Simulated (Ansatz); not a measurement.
# FeO: energy against volume and a worked fit

Symmetry: Fm-3m, No. 225, cubic system. Conventional cell: a = 4.311 Å, b = 4.311 Å, c = 4.311 Å, α = 90.00°, β = 90.00°, γ = 90.00°. Fe (site symmetry m-3m) is surrounded by 6 O at 2.16 Å. O (site symmetry m-3m) is surrounded by 6 Fe at 2.16 Å.

The cell was scaled at fixed shape and fractions and run with Ansatz, Ansatz PAW (earlier soft set), cutoff 420 eV; PBE, k mesh 11 × 11 × 11 on the cell of 2 atoms, fermi-dirac occupations of 0.05 eV, collinear spin, ferromagnetic start, no spin-orbit coupling. Energies are those that the program minimises, any entropy of the smearing included. The magnetic state is the one that the start led to, which needn't be the lowest.

```tsv
V (Å³/atom)	energy over the lowest row (meV/atom)
9.4126	22.735
9.6129	9.589
9.8132	?
10.0134	0.000
10.2137	2.318
10.4140	8.796
10.6143	19.032
```

Fit the third-order Birch-Murnaghan form, give V0, B0 and B′, and predict the energy left open.

With y = (V0/V)^(2/3), E = E0 + (9 V0 B0/16) [(y - 1)³ B′ + (y - 1)² (6 - 4y)]. Least squares through the rows shown give V0 = 10.0076 Å³/atom, E0 = -0.031 meV, B0 = 184.6 GPa (1 eV/Å³ = 160.218 GPa) and B′ = 4.41, with a largest miss of 0.029 meV. At V = 9.8132 the form with these constants gives 2.223 meV; the run gave 2.225 meV an atom.

The energies follow one smooth, stiff compression curve, with a minimum almost at the volume of the listed cell. Contraction to 9.4126 Å³/atom costs 22.735 meV/atom, while a nearly equal expansion to 10.6143 costs 19.032. This asymmetry, which B′ = 4.41 expresses, is typical of an ionic oxide: overlap repulsion between the Fe and O shells rises steeply as the bonds shorten, whereas the electrostatic attraction changes more slowly. Covalent mixing of Fe 3d with O 2p also contributes to the stiffness.

The close prediction of the omitted energy supports the fit as an interpolation and suggests that no abrupt change of electronic state occurs within this range. It is a weaker test of B′, which depends mostly on the outer volumes, and says little about strong compression, where a spin transition could start a separate branch. Nor does a smooth response to volume establish that the cubic lattice is stable against shear, a relevant point because antiferromagnetic order in FeO is accompanied by a rhombohedral distortion.
